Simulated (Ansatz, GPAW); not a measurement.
This is a calculation of Al (Aluminum) for GPAW 26.7.0 (ASE script). 

Contents of run.py:

```python
from ase.dft.bandgap import bandgap
from ase.io import read, write
from ase.units import GPa
from gpaw import GPAW, PW

atoms = read('POSCAR')

calc = GPAW(mode=PW(600),
            xc='PBE',
            kpts={'size': (11, 11, 11), 'gamma': True},
            occupations={'name': 'methfessel-paxton', 'order': 0, 'width': 0.028000000000000004},
            nbands=7,
            convergence={'density': 1e-05, 'energy': 1e-05},
            maxiter=150,
            txt='gpaw.txt')
atoms.calc = calc
energy = atoms.get_potential_energy()
forces = atoms.get_forces()
stress = atoms.get_stress()
calc.write('gs.gpw')
write('result.traj', atoms)
print(f'Energy: {energy:.6f} eV')
print('Forces (eV/A):')
print(forces.round(4))
print('Stress (GPa):', (stress / GPa).round(3))
print('Fermi level:', round(calc.get_fermi_level(), 4), 'eV')
print(f'Gap: {bandgap(calc)[0]:.4f} eV, direct: {bandgap(calc, direct=True)[0]:.4f} eV')
```

The input POSCAR:

```
Al
1.0
    0.0000000000      2.0248050000      2.0248050000
    2.0248050000      0.0000000000      2.0248050000
    2.0248050000      2.0248050000      0.0000000000
Al
1
Direct
    0.0000000000      0.0000000000      0.0000000000
```

Potentials or basis: GPAW PAW data sets (gpaw-data 1.2.1), pw.

Run with:

```sh
$ OMP_NUM_THREADS=1 python run.py
```

**Question.** Translate it to Ansatz 0.2.0. Potentials or basis there: all-electron LAPW, scalar-relativistic.

**Answer.** As run (cutoffs and basis follow the program's own potentials, and thresholds, step limits or extra output files can differ):

Contents of input.yaml:

```yaml
crystal:
  lattice:
    - [0.0, 2.024805, 2.024805]
    - [2.024805, 0.0, 2.024805]
    - [2.024805, 2.024805, 0.0]
  atoms:
    - { symbol: Al, position: [0.0, 0.0, 0.0] }
kpoints:
  mp_grid: { grid: [11, 11, 11] }
scf:
  occupations: { method: gaussian, width: 0.028 }
hamiltonian:
  xc: pbe
  pseudopotentials: { kind: all_electron, lapw: { basis_error: 0.001 } }
output:
  forces: true
  stress: true
  eigenvalues: true
```

Potentials or basis: all-electron LAPW, scalar-relativistic.

Run with:

```console
$ ansatz run input.yaml --threads 1 --pin off --max-ram 3072MiB --backend cpu --events-out ev --progress --plain --runs-dir out
```

Both were run:

|  | GPAW | Ansatz |
| --- | --- | --- |
| Pressure | -0.4 GPa | -0.5 GPa |

Where Ansatz's input types no cutoff or centring, it takes its own default and a Γ-centred mesh.

Pressure is positive in compression.
